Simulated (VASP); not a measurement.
## From VASP inputs to Ansatz: MgO (distorted zincblende)

INCAR

```
NSW = 0
NBANDS = 11
SIGMA = 0.02
EDIFF = 1E-7
ISIF = 2
GGA = PE
ENCUT = 520
ISMEAR = -1
LASPH = .TRUE.
LWAVE = .FALSE.
NELM = 120
PREC = Accurate
IBRION = -1
LREAL = .FALSE.
LCHARG = .FALSE.
```

KPOINTS

```
KPOINTS created by Atomic Simulation Environment
0
Gamma
8 8 8
0 0 0
```

POSCAR

```
Mg O
 1.0000000000000000
     0.0710000000000000    2.3353999999999999    2.3470000000000000
     2.2724000000000002    0.0801000000000000    2.3378999999999999
     2.3374999999999999    2.3915000000000002    0.0150000000000000
 Mg  O
   1   1
Cartesian
  2.4048452100000000  4.5981451300000007  2.2620997599999995
  1.1048024999999999  1.3942503600000000  1.2994074000000000
```

VASP ran with the recommended PBE PAW datasets (8 valence electrons in the cell).

Translate these files to an Ansatz input.



```yaml
crystal:
  lattice:
    - [0.071, 2.3354, 2.347]
    - [2.2724, 0.0801, 2.3379]
    - [2.3375, 2.3915, 0.015]
  atoms:
    - { symbol: Mg, position: [0.9511, 0.0064, 0.9937] }
    - { symbol: O, position: [0.3339, 0.219, 0.2496] }
kpoints:
  mp_grid: { grid: [8, 8, 8] }
hamiltonian:
  xc: pbe
scf:
  occupations: { method: fermi_dirac, width: 0.02 }
  n_extra_bands: 4
output:
  forces: true
  stress: true
  eigenvalues: true
```

Other inputs would serve too.

```tsv
	VASP	Ansatz
gap between bands v and c on the k mesh	3.07 eV	3.08 eV
least direct gap on the k mesh	3.07 eV	3.08 eV
pressure	19.8 GPa	19.3 GPa
largest force	8.18 eV/Å	7.93 eV/Å
```

Each program uses its own PAW datasets. VASP's cell holds 8 valence electrons and Ansatz's 16. Ansatz's stress includes a Pulay correction; VASP's doesn't.
